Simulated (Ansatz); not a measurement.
A plane-wave DFT run in Ansatz 0.2.0 (scalar-relativistic PAW potentials unless the input names others): input and command.

```yaml
crystal:
  lattice:
    - [7.8839937602, 0.0, 0.0]
    - [-3.9419968801, 6.8277388796, 0.0]
    - [0.0, 0.0, 2.1044320783]
  atoms:
    - { symbol: S, position: [0.0, 0.0, 0.0] }
    - { symbol: S, position: [0.3333333333, 0.6666666667, 0.5] }
    - { symbol: S, position: [0.6666666667, 0.3333333333, 0.5] }
basis:
  ecutwfc: "300 eV"
kpoints:
  mp_grid: { grid: [9, 9, 22] }
hamiltonian:
  xc: pbe
scf:
  occupations: { method: gaussian, width: 0.1 }
output:
  forces: true
  eigenvalues: true
  stress: true
```

```bash
ansatz run input.yaml --threads 4 --pin off --max-ram 8192MiB --backend cpu --events-out ev --progress --plain --runs-dir out
```

Abridged log:
```
Warning: basis.ecutwfc = 300 eV is below the records' recommended 420 eV, and the density's cutoff is lower with it unless basis.ecutrho_ratio is high enough to keep the records' density cutoff: compare with a run at a higher cutoff
Basis set: ecut = 300 eV, 1313 PW (Γ), exchange–correlation on 90×90×24 points (8 copies of the dense FFT grid, shifted against one another)
Bands: 13, of which v1, the nominal top of the filled ones, is band 9 counted from 1 (8 counted from 0)
Symmetry: 24 space group operations
k-points: 144 of 1782
SCF iter   1: F=—  HF=-2704.102947 eV  |F-HF|=—  |Δ(HF+E_count)|=         —  Δρ=3.34e-3  dr2=1.36e-2  ethr=1.77e-3  ⟨swp⟩=6.6  Hψ=11621  notcnv=0
SCF iter   2: F=—  HF=-2704.100785 eV  |F-HF|=—  |Δ(HF+E_count)|=   2.16e-3  Δρ=1.34e-3  dr2=5.98e-4  ethr=7.54e-5  ⟨swp⟩=2.5  Hψ=4540  notcnv=0
SCF iter   3: F=—  HF=-2704.101279 eV  |F-HF|=—  |Δ(HF+E_count)|=   4.94e-4  Δρ=4.50e-4  dr2=1.21e-4  ethr=3.32e-6  ⟨swp⟩=1.8  Hψ=2811  notcnv=0
SCF iter   4: F=—  HF=-2704.101283 eV  |F-HF|=—  |Δ(HF+E_count)|=   3.67e-6  Δρ=2.06e-4  dr2=1.91e-5  ethr=6.70e-7  ⟨swp⟩=1.0  Hψ=1841  notcnv=0
SCF iter   5: F=—  HF=-2704.101095 eV  |F-HF|=—  |Δ(HF+E_count)|=   1.87e-4  Δρ=4.74e-5  dr2=6.36e-7  ethr=1.06e-7  ⟨swp⟩=2.3  Hψ=3075  notcnv=0
SCF iter   6: F=-2704.101096 eV  HF=-2704.101096 eV  |F-HF|=9.70e-9  |Δ(HF+E_count)|=   5.25e-7  Δρ=4.73e-6  dr2=9.39e-9  ethr=5.56e-10  ⟨swp⟩=6.5  Hψ=9307  notcnv=0
SCF 1 converged in 6 iterations: F = -2704.101096 eV  dr2 = 9.39e-9
SCF converged after 6 iterations
Free energy (F): -2704.101096 eV
Harris-Foulkes:  -2704.101096 eV  (|F-HF|=9.70e-9)
Internal energy: -2704.079876 eV  (E = F + TS)
E sigma→0 (E₀):  -2704.090486 eV
Entropy (-TS):   -0.021220 eV (-7.073 meV/atom)
Fermi energy:    0.240954 eV
--- Forces (eV/Å), atoms counted from 1 ---
  atom   1  S      0.00000000     0.00000000     0.00000000
  atom   2  S      0.00000000     0.00000000     0.00000000
  atom   3  S      0.00000000     0.00000000     0.00000000
--- Stress (GPa, compression-positive) ---
        0.037546       0.000000       0.000000
        0.000000       0.037546       0.000000
        0.000000       0.000000       0.088564
  P = ⅓ Tr σ = 0.0546 GPa (0.546 kbar)
```

Apart from outputs, empty bands and the relaxation, which only the reference makes, the input differs from a reference run on usual settings in basis.ecutwfc: 420 → "300 eV". The reference, at the same geometry, ended its own course with pressure 0.02 GPa, largest force 0.000 eV/Å, no gap on the mesh. This run converged in 6 SCF iterations with an energy at zero smearing 15.74 meV/atom above the reference's, pressure 0.05 GPa, largest force 0.000 eV/Å, no gap on the mesh. Its cutoff is looser than usual, and the result moved.